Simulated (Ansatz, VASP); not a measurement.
**BaTe in VASP and in Ansatz**

The input INCAR:

```
SYSTEM = BaTe
PREC     = Accurate       ! precision mode
ENCUT    = 520            ! plane-wave cutoff, eV
EDIFF    = 1E-7           ! SCF threshold, eV
ISMEAR   = -1             ! smearing method
SIGMA    = 0.05           ! smearing width, eV
LREAL    = .False.        ! projectors in reciprocal space
LASPH    = .True.         ! aspherical terms in the spheres
NELM     = 100            ! most SCF steps
ALGO     = Normal         ! electronic algorithm
ISIF     = 2              ! what is computed and relaxed
LWAVE    = .False.        ! write WAVECAR
LCHARG   = .True.         ! write CHGCAR
GGA      = PE             ! functional
LELF     = .True.         ! ELF
LVHAR    = .True.       
NBANDS   = 15             ! bands
```

The input KPOINTS:

```
regular mesh
0
Gamma
  6 6 6
  0 0 0
```

POSCAR

```
BaTe
1.0
    4.2624660000      0.0000000000      0.0000000000
    0.0000000000      4.2624660000      0.0000000000
    0.0000000000      0.0000000000      4.2624660000
Ba Te
1 1
Direct
   -0.0025790000     -0.0064020000      0.0077730000
    0.5107250000      0.5069630000      0.5040830000
```

File input.yaml:

```yaml
crystal:
  lattice:
    - [4.262466, 0.0, 0.0]
    - [0.0, 4.262466, 0.0]
    - [0.0, 0.0, 4.262466]
  atoms:
    - { symbol: Ba, position: [-0.002579, -0.006402, 0.007773] }
    - { symbol: Te, position: [0.510725, 0.506963, 0.504083] }
hamiltonian:
  xc: pbe
  pseudopotentials: { kind: paw }
kpoints:
  mp_grid: { grid: [6, 6, 6] }
scf:
  occupations: { method: fermi_dirac, width: 0.05 }
output:
  forces: true
  stress: true
  eigenvalues: true
```

Change from the starting cell: atoms moved at random, drawn with an rms of 0.05 Å.

Alike in both runs: task single point; functional PBE; k mesh 6 × 6 × 6; occupations fermi-dirac, width 0.05 eV; no spin polarisation.

|  | VASP | Ansatz |
| --- | --- | --- |
| version | VASP 6.6.1 | Ansatz 0.2.0 |
| potentials or method | VASP PAW PBE potentials, release 64 (Ba_sv, Te) | Ansatz PAW |
| plane-wave cutoff (eV) | 520 | 420 |
| valence electrons in the cell | 16 | 26 |

Ansatz gave:

- gap on the k mesh at the Fermi level (eV): 0.90
- least direct gap on the mesh (eV): 1.09
- pressure (GPa): -0.3
- rms of the force components (eV/Å): 0.040

Problem. What did VASP give for the same quantities?

Solution. gap on the k mesh at the Fermi level (eV): 0.81; least direct gap on the mesh (eV): 1.00; pressure (GPa): 0.1; rms of the force components (eV/Å): 0.044.

Atom by atom the forces differ by 0.003 eV/Å (rms over components). The two sets of potentials don't hold the same shells in valence.

Caveats: spin-orbit coupling is left out, which moves the levels of the heavy elements. A k mesh can miss the band edges.
